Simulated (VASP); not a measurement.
These are PBE GGA, VASP's PBE PAW potentials (set 64) (plane waves; VASP 6.6.1) values and carry that method's errors.

VASP ran on this input.

INCAR:
```
SYSTEM = CsPbI3
PREC = Accurate; ENCUT = 300; LREAL = Auto
LASPH = T
EDIFF = 1E-6; NELM = 100; ALGO = Normal
LMAXMIX = 4
ISMEAR = 0; SIGMA = 0.01
GGA = PE
ISIF = 2
LWAVE = F; LCHARG = F
```

**KPOINTS**
```
Automatic
0
G
 1 1 1
0 0 0
```

### POSCAR
```
CsPbI3
25.5172280
  0.5000000000   0.0000000000   0.0000000000
  0.0000000000   0.5000000000   0.0000000000
  0.0000000000   0.0000000000   0.2500000000
Cs Pb I
4 4 12
direct
  0.2500000000   0.2500000000   0.5000000000
  0.2500000000   0.7500000000   0.5000000000
  0.7500000000   0.2500000000   0.5000000000
  0.7500000000   0.7500000000   0.5000000000
  0.0000000000   0.0000000000   0.0000000000
  0.0000000000   0.5000000000   0.0000000000
  0.5000000000   0.0000000000   0.0000000000
  0.5000000000   0.5000000000   0.0000000000
  0.0000000000   0.0000000000   0.5000000000
  0.0000000000   0.5000000000   0.5000000000
  0.5000000000   0.0000000000   0.5000000000
  0.5000000000   0.5000000000   0.5000000000
  0.2500000000   0.0000000000   0.0000000000
  0.2500000000   0.5000000000   0.0000000000
  0.7500000000   0.0000000000   0.0000000000
  0.7500000000   0.5000000000   0.0000000000
  0.0000000000   0.2500000000   0.0000000000
  0.0000000000   0.7500000000   0.0000000000
  0.5000000000   0.2500000000   0.0000000000
  0.5000000000   0.7500000000   0.0000000000
```

POTCAR, in this order: Cs_sv Pb_d I (PBE.64 set). Program: vasp_std.

Output of the run:

**OUTCAR**
```
 ion  position               nearest neighbor table
   1  0.250  0.250  0.500-
   2  0.250  0.750  0.500-
   3  0.750  0.250  0.500-
   4  0.750  0.750  0.500-
   5  0.000  0.000  0.000-   9 3.19  13 3.19  15 3.19  17 3.19  18 3.19   9 3.19
   6  0.000  0.500  0.000-  10 3.19  14 3.19  16 3.19  17 3.19  18 3.19  10 3.19
   7  0.500  0.000  0.000-  11 3.19  13 3.19  15 3.19  19 3.19  20 3.19  11 3.19
   8  0.500  0.500  0.000-  12 3.19  14 3.19  16 3.19  19 3.19  20 3.19  12 3.19
   9  0.000  0.000  0.500-   5 3.19   5 3.19
  10  0.000  0.500  0.500-   6 3.19   6 3.19
  11  0.500  0.000  0.500-   7 3.19   7 3.19
  12  0.500  0.500  0.500-   8 3.19   8 3.19
  13  0.250  0.000  0.000-   5 3.19   7 3.19
  14  0.250  0.500  0.000-   6 3.19   8 3.19
  15  0.750  0.000  0.000-   5 3.19   7 3.19
  16  0.750  0.500  0.000-   6 3.19   8 3.19
  17  0.000  0.250  0.000-   5 3.19   6 3.19
  18  0.000  0.750  0.000-   5 3.19   6 3.19
  19  0.500  0.250  0.000-   7 3.19   8 3.19
  20  0.500  0.750  0.000-   7 3.19   8 3.19
  LATTYP: Found a simple tetragonal cell.
 ALAT       =    12.7586140000
 C/A-ratio  =     0.5000000000
 Subroutine PRICEL returns following result:
  LATTYP: Found a simple cubic cell.
 ALAT       =     6.3793070000
 Subroutine GETGRP returns: Found 16 space group operations
The static configuration has the point symmetry D_4h.
The dynamic configuration has the point symmetry D_4h.
 Subroutine INISYM returns: Found 16 space group operations
 Subroutine IBZKPT returns following result:
 Found      1 irreducible k-points:

 Following reciprocal coordinates:
            Coordinates               Weight
  0.000000  0.000000  0.000000      1.000000
   k-points           NKPTS =      1   k-points in BZ     NKDIM =      1   number of bands    NBANDS=    105
   number of dos      NEDOS =    301   number of ions     NIONS =     20
   total plane-waves  NPLWV = 186624
   dimension x,y,z NGX =    72 NGY =   72 NGZ =   36
   dimension x,y,z NGXF=   144 NGYF=  144 NGZF=   72
   ions per type =               4   4  12
   PREC   = accura    normal or accurate (medium, high low for compatibility)
   ISTART =      0    job   : 0-new  1-cont  2-samecut
   ICHARG =      2    charge: 1-file 2-atom 10-const
   ISPIN  =      1    spin polarized calculation?
   LNONCOLLINEAR =      F non collinear calculations
   LSORBIT =      F    spin-orbit coupling
   INIWAV =      1    electr: 0-lowe 1-rand  2-diag
   ENCUT  =  300.0 eV  22.05 Ry    4.70 a.u.  18.02 18.02  9.01*2*pi/ulx,y,z
   NELM   =    100;   NELMIN=  2; NELMDL= -5     # of ELM steps
   EDIFF  = 0.1E-05   stopping-criterion for ELM
   LREAL  =      T    real-space projection
   NLSPLINE    = F    spline interpolate recip. space projectors
   LMAXMIX     =    4 max onsite mixed and CHGCAR
   VOSKOWN=      0    Vosko Wilk Nusair interpolation
   EDIFFG = 0.1E-04   stopping-criterion for IOM
   NSW    =      0    number of steps for IOM
   NBLOCK =      1;   KBLOCK =      1    inner block; outer block
   IBRION =     -1    ionic relax: 0-MD 1-quasi-New 2-CG
   NFREE  =      0    steps in history (QN), initial steepest desc. (CG)
   ISIF   =      2    stress and relaxation
   ISYM   =      2    0-nonsym 1-usesym 2-fastsym
   TEIN   =    0.0    initial temperature
   TEBEG  =    0.0;   TEEND  =   0.0 temperature during run
   SMASS  =  -3.00    Nose mass-parameter (am)
   PSTRESS=    0.0 pullay stress
   NELECT =     176.0000    total number of electrons
   EFERMI =   0.00;   METHOD = LEGACY
   ISMEAR =     0;   SIGMA  =   0.01  broadening in eV -4-tet -1-fermi 0-gaus
   IALGO  =     38    algorithm
   LDIAG  =      T    sub-space diagonalisation (order eigenvalues)
   IMIX   =      4    mixing-type and parameters
     AMIX     =   0.40;   BMIX     =  1.00
...
```

File OSZICAR:
```
       N       E                     dE             d eps       ncg     rms          rms(c)
DAV:   1     0.123189812112E+04    0.12319E+04   -0.52413E+04   218   0.913E+02
DAV:   2     0.908045255573E+02   -0.11411E+04   -0.11135E+04   260   0.271E+02
DAV:   3    -0.543113048371E+02   -0.14512E+03   -0.14466E+03   268   0.121E+02
DAV:   4    -0.612018358391E+02   -0.68905E+01   -0.68853E+01   268   0.324E+01
DAV:   5    -0.614333183783E+02   -0.23148E+00   -0.23139E+00   268   0.519E+00    0.694E+00
DAV:   6    -0.598788204659E+02    0.15545E+01   -0.28280E+00   276   0.466E+00    0.483E+00
DAV:   7    -0.596603239909E+02    0.21850E+00   -0.26825E+00   268   0.355E+00    0.227E+00
DAV:   8    -0.596818327828E+02   -0.21509E-01   -0.28593E-01   260   0.177E+00    0.132E+00
DAV:   9    -0.596892746187E+02   -0.74418E-02   -0.18782E-02   228   0.439E-01    0.334E-01
DAV:  10    -0.596907972829E+02   -0.15227E-02   -0.31079E-03   300   0.177E-01    0.140E-01
DAV:  11    -0.596912691533E+02   -0.47187E-03   -0.14155E-03   260   0.110E-01    0.578E-02
DAV:  12    -0.596912775407E+02   -0.83874E-05   -0.58324E-04   252   0.617E-02    0.349E-02
DAV:  13    -0.596912833254E+02   -0.57847E-05   -0.10143E-04   260   0.283E-02    0.345E-02
DAV:  14    -0.596912823939E+02    0.93149E-06   -0.69863E-06   220   0.858E-03
   1 F= -.59691282E+02 E0= -.59691282E+02  d E =-.105555E-30
```

**OUTCAR**
```
------------------------ aborting loop because EDIFF is reached ----------------------------------------
  FORCE on cell =-STRESS in cart. coord.  units (eV):
  Direction    XX          YY          ZZ          XY          YZ          ZX
  --------------------------------------------------------------------------------------
  Total        7.9588912      7.9588912    -25.2755043      0.0000000      0.0000000     -0.0000000
  in kB       12.2795557     12.2795557    -38.9968845      0.0000000      0.0000000     -0.0000000
  external PRESSURE =      -4.8125911 kB  Pullay stress =       0.0000000 kB
  volume of cell :     1038.44
      direct lattice vectors                 reciprocal lattice vectors
    12.758614000  0.000000000  0.000000000     0.078378419  0.000000000  0.000000000
     0.000000000 12.758614000  0.000000000     0.000000000  0.078378419  0.000000000
     0.000000000  0.000000000  6.379307000     0.000000000  0.000000000  0.156756839
 POSITION                                       TOTAL-FORCE (eV/Angst)
 -----------------------------------------------------------------------------------
      3.18965      3.18965      3.18965        -0.000000     -0.000000      0.000000
      3.18965      9.56896      3.18965        -0.000000     -0.000000     -0.000000
      9.56896      3.18965      3.18965         0.000000     -0.000000      0.000000
      9.56896      9.56896      3.18965         0.000000      0.000000      0.000000
      0.00000      0.00000      0.00000         0.000000      0.000000     -0.000000
      0.00000      6.37931      0.00000        -0.000000      0.000000     -0.000000
      6.37931      0.00000      0.00000         0.000000      0.000000      0.000000
      6.37931      6.37931      0.00000         0.000000      0.000000     -0.000000
      0.00000      0.00000      3.18965         0.000000     -0.000000      0.000000
      0.00000      6.37931      3.18965         0.000000     -0.000000      0.000000
      6.37931      0.00000      3.18965         0.000000     -0.000000      0.000000
      6.37931      6.37931      3.18965         0.000000     -0.000000      0.000000
      3.18965      0.00000      0.00000        -0.000000      0.000000      0.000000
      3.18965      6.37931      0.00000        -0.000000      0.000000      0.000000
      9.56896      0.00000      0.00000         0.000000      0.000000     -0.000000
      9.56896      6.37931      0.00000         0.000000      0.000000     -0.000000
      0.00000      3.18965      0.00000         0.000000     -0.000000      0.000000
      0.00000      9.56896      0.00000         0.000000     -0.000000      0.000000
      6.37931      3.18965      0.00000         0.000000     -0.000000     -0.000000
      6.37931      9.56896      0.00000         0.000000     -0.000000     -0.000000
 -----------------------------------------------------------------------------------
    total drift:                                0.000000      0.000000      0.000000
  FREE ENERGIE OF THE ION-ELECTRON SYSTEM (eV)
  ---------------------------------------------------
  free  energy   TOTEN  =       -59.6912823939 eV

  energy  without entropy=      -59.6912823939  energy(sigma->0) =      -59.69128239
```
(Selected blocks of OUTCAR.)

At this cut-off the stress carries a Pulay error, which pulls relaxed volumes low.

The structure comes from a computed database's CsPbI3 entry; how it stands against other phases isn't given here. The cell was not relaxed at this level. The k-mesh is coarse (spacing up to 0.98 per Å, 2π included), so the numbers may not be converged in it. The run is one of a series of settings (LREAL = Auto, KPOINTS 1×1×1 Γ-centred mesh against the base run), some of them coarse on purpose.
